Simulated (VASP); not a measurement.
Here is a VASP 6.6.1 calculation.

INCAR

```
SYSTEM = Pt
  ALGO = Fast
  DIPOL = 0.5 0.5 0.501
  EDIFF = 1E-6
  ENCUT = 520
  GGA = PE
  IDIPOL = 3
  ISIF = 2
  ISMEAR = 0
  IVDW = 12
  LASPH = .TRUE.
  LCHARG = .FALSE.
  LDIPOL = .TRUE.
  LREAL = Auto
  LWAVE = .FALSE.
  NBANDS = 94
  NELM = 100
  PREC = Accurate
  SIGMA = 0.1
```

Contents of KPOINTS:

```
k-points
0
G
  6 6 1
  0 0 0
```

POSCAR

```
Pt
1.0
    5.5493740188      0.0000000000      0.0000000000
    2.7746870094      4.8058988753      0.0000000000
    0.0000000000      0.0000000000     24.7965673689
Pt
16
Direct
    0.0000000000      0.0000000000      0.3629534631
    0.5000000000      0.0000000000      0.3629534631
    0.0000000000      0.5000000000      0.3629534631
    0.5000000000      0.5000000000      0.3629534631
    0.1666666667      0.1666666667      0.4543178210
    0.6666666667      0.1666666667      0.4543178210
    0.1666666667      0.6666666667      0.4543178210
    0.6666666667      0.6666666667      0.4543178210
   -0.1666666667      0.3333333333      0.5470768161
    0.3333333333      0.3333333333      0.5470768161
   -0.1666666667      0.8333333333      0.5470768161
    0.3333333333      0.8333333333      0.5470768161
    0.0000000000      0.0000000000      0.6410233784
    0.5000000000      0.0000000000      0.6410233784
    0.0000000000      0.5000000000      0.6410233784
    0.5000000000      0.5000000000      0.6410233784
```

Potentials or basis: VASP PAW PBE potentials, release 64 (Pt).

The run is started by

```bash
$ cat potpaw_PBE.64/Pt/POTCAR > POTCAR
$ mpirun -np 1 vasp_std > vasp.out
```

Task: Predict the largest force.

Result: 0.506 eV/Å.

Task: Predict the band gap on the k mesh.

Result: None (metal or under the smearing width).

Task: What does it give for the dispersion energy per atom?

Result: -0.572 eV.

Forces in eV/Å, atoms in the order of the input:
```
Pt   0.000  0.000 -0.202
Pt   0.000  0.000 -0.202
Pt   0.000  0.000 -0.202
Pt   0.000  0.000 -0.202
Pt   0.000  0.000  0.506
Pt   0.000  0.000  0.506
Pt   0.000  0.000  0.506
Pt   0.000  0.000  0.506
Pt   0.000  0.000 -0.091
Pt   0.000  0.000 -0.091
Pt   0.000  0.000 -0.091
Pt   0.000  0.000 -0.091
Pt   0.000  0.000 -0.212
Pt   0.000  0.000 -0.212
Pt   0.000  0.000 -0.212
Pt   0.000  0.000 -0.212
```

Spin-orbit coupling is left out, which matters for the levels of Pt.
